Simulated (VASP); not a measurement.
Write the native input for VASP 6.6.1 that does the following.

```
Task                    : density of states
Functional              : PBE
Potentials or basis     : VASP PAW PBE potentials, release 64 (O, Co, Pt)
Cutoff                  : 520 eV
k mesh                  : 8 × 8 × 1
Occupations             : fermi-dirac, width 0.05 eV
Spin                    : collinear spin, antiferromagnetic start
Starting moments        : [0.0, 0.0, 0.0, 0.0, 2.0, -2.0, 0.0] μB
Dipole correction       : yes
k mesh for the DOS      : 12 × 12 × 1
Occupations for the DOS : tetrahedron
Further INCAR settings  : ALGO = Normal; EDIFF = 1e-07
```

Slab: Co2PtO4, a slab with vacuum.

```
O Co Pt
1.0
     2.82454    0.00000    0.00000
    -1.41227    2.44612    0.00000
     0.00000    0.00000   22.87881
O Co Pt
4 2 1
Direct
  0.00000 0.00000 0.32781
  0.66667 0.33333 0.41258
  0.66667 0.33333 0.58742
  0.33333 0.66667 0.67219
  0.33333 0.66667 0.37020
  0.00000 0.00000 0.62980
  0.66667 0.33333 0.50000
```

These files were run (other wordings do the same):

POSCAR

```
Co2PtO4
1.0
    2.8245398345      0.0000000000      0.0000000000
   -1.4122699173      2.4461232507      0.0000000000
    0.0000000000      0.0000000000     22.8788124025
O Co Pt
4 2 1
Direct
    0.0000000000      0.0000000000      0.3278142182
    0.6666666667      0.3333333333      0.4125836222
    0.6666666667      0.3333333333      0.5874163778
    0.3333333333      0.6666666667      0.6721857818
    0.3333333333      0.6666666667      0.3701989202
    0.0000000000      0.0000000000      0.6298010798
    0.6666666667      0.3333333333      0.5000000000
```

INCAR.step1

```
SYSTEM = Co2PtO4
PREC = Accurate
ENCUT = 520
EDIFF = 1E-7
ISMEAR = -1
SIGMA = 0.05
LREAL = .FALSE.
LASPH = .TRUE.
NELM = 100
ALGO = Normal
ISIF = 2
LWAVE = .FALSE.
LCHARG = .TRUE.
ISPIN = 2
MAGMOM = 0 0 0 0 2 -2 0
LMAXMIX = 4
LDIPOL = .TRUE.
IDIPOL = 3
DIPOL = 0.5 0.5 0.500
GGA = PE
```

KPOINTS.step1

```
Automatic mesh
0
G
  8 8 1
  0 0 0
```

INCAR.step2

```
SYSTEM = Co2PtO4
PREC = Accurate
ENCUT = 520
EDIFF = 1E-7
ISMEAR = -5
SIGMA = 0.05
LREAL = .FALSE.
LASPH = .TRUE.
NELM = 100
ALGO = Normal
ISIF = 2
LWAVE = .FALSE.
LCHARG = .FALSE.
ISPIN = 2
MAGMOM = 0 0 0 0 2 -2 0
LORBIT = 11
LMAXMIX = 4
LDIPOL = .TRUE.
IDIPOL = 3
DIPOL = 0.5 0.5 0.500
GGA = PE
NEDOS = 1001
ICHARG = 11
```

KPOINTS.step2

```
Automatic mesh
0
G
  12 12 1
  0 0 0
```

Potentials or basis: VASP PAW PBE potentials, release 64 (O, Co, Pt).

Command:

```sh
$ cat potpaw_PBE.64/O/POTCAR potpaw_PBE.64/Co/POTCAR potpaw_PBE.64/Pt/POTCAR > POTCAR
$ cp INCAR.step1 INCAR
$ cp KPOINTS.step1 KPOINTS
$ mpirun -np 1 vasp_std > vasp.out
$ cp INCAR.step2 INCAR
$ cp KPOINTS.step2 KPOINTS
$ mpirun -np 1 vasp_std > vasp.out
```

It gave:

The net moment is 0.00 μB per cell, the site moments are O +0.05, +0.01, -0.01, -0.05; Co +0.29, -0.29; Pt +0.00 μB and the valence electrons inside the program's atomic spheres are O 4.92, 5.02; Co 8.45; Pt 9.12.

Caveat: semilocal functionals often make such compounds metallic where correlation or magnetic order opens a gap, which also shifts bond lengths.

It took 8.9 min on 1 thread of AMD EPYC 7R43 64-Core Processor (Zen 3), on a shared host, peak memory 0.41 GiB.
